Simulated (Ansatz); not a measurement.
# Response to strain in NaBr

Base system: NaBr in the rock salt structure (space group Fm-3m, No. 225; a = 5.948 Å). Axes: x, y, z lie along the cube axes.

Strains are applied to the cell and any free atomic positions relax; under biaxial strain the out-of-plane vector relaxes too.

All numbers come from Kohn–Sham DFT with the r2SCAN functional, run in Ansatz (an electronic-structure program) with PAW and 500 eV plane waves, no SOC.

Notes on the quantities. pressure: mean of the normal stresses, compression positive; energy relative to the base: free energy F.

| change | band gap | shortest interatomic distance | pressure | space group | energy relative to the base |
|---|---|---|---|---|---|
| base | 4.98 eV | 2.974 Å | 0.00 GPa | Fm-3m (No. 225) | 0 meV/atom |
| biaxial strain +0.61 %, plane normal [001], relaxed out of plane | 4.95 eV | 2.966 Å | -0.21 GPa | I4/mmm (No. 139) | +0.3 meV/atom |
| biaxial strain +4.73 %, plane normal [001], relaxed out of plane | 4.73 eV | 2.920 Å | -1.20 GPa | I4/mmm (No. 139) | +16 meV/atom |
| biaxial strain +1.59 %, plane normal [110], relaxed out of plane | 4.86 eV | 2.982 Å | -0.44 GPa | Immm (No. 71) | +1.7 meV/atom |
| biaxial strain +3.71 %, plane normal [111], relaxed out of plane | … | … | … | R-3m (No. 166) | … |
| isotropic strain +4.97 % | 4.55 eV | 3.122 Å | -2.31 GPa | Fm-3m (No. 225) | +34 meV/atom |
| uniaxial strain ε_xx = +1.05 % | 4.94 eV | 2.974 Å | -0.22 GPa | I4/mmm (No. 139) | +0.4 meV/atom |
| uniaxial strain ε_xx = +2.88 % | 4.88 eV | 2.974 Å | -0.55 GPa | I4/mmm (No. 139) | +2.8 meV/atom |
| uniaxial strain ε_yy = −3.73 % | 5.10 eV | 2.863 Å | 1.03 GPa | I4/mmm (No. 139) | +6.4 meV/atom |
| tensor shear ε_xz = −3.73 % | 4.79 eV | 2.974 Å | 0.03 GPa | Immm (No. 71) | +5.0 meV/atom |

Complete the table.


- biaxial strain +3.71 %, plane normal [111], relaxed out of plane, band gap: 4.66 eV
- biaxial strain +3.71 %, plane normal [111], relaxed out of plane, shortest interatomic distance: 3.018 Å
- biaxial strain +3.71 %, plane normal [111], relaxed out of plane, pressure: -0.85 GPa
- biaxial strain +3.71 %, plane normal [111], relaxed out of plane, energy relative to the base: +8.2 meV/atom

A biaxial case was relaxed in a doubled cell and then solved in the primitive one. Gaps are read on the SCF mesh and a high-symmetry path. Stability against distortions was not tested.
